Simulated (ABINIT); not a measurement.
Crystal: KCl (Sylvite).

```
K Cl
1.0
     0.00000    3.14647    3.14647
     3.14647    0.00000    3.14647
     3.14647    3.14647    0.00000
K Cl
1 1
Direct
  0.00000 0.00000 0.00000
  0.50000 0.50000 0.50000
```

Base run:

```yaml
Program: ABINIT 10.8.3 (patched build)
Functional: PBEsol
Potentials_or_basis: SPMS NC PBE v1.0
Cutoff: 490 eV
k_mesh: 6 × 6 × 6
Occupations: fixed
Spin: no spin polarisation
```

Its results: band gap on the k mesh 5.02 eV, direct; pressure -0.5 GPa.

The run is repeated on the same cell with these changes: functional from PBEsol to HSE06. What comes out?

Band gap on the k mesh 6.46 eV, direct; pressure 0.3 GPa.

HSE06 gives the wider gap, since exact exchange removes part of the self-interaction.

Caveats: the potentials were made for another functional, which shifts forces and pressure; Libxc's HSE differs a little from that of other programs (some runs).

A k mesh can miss the band edges.

Not every run made on this cell is shown here.
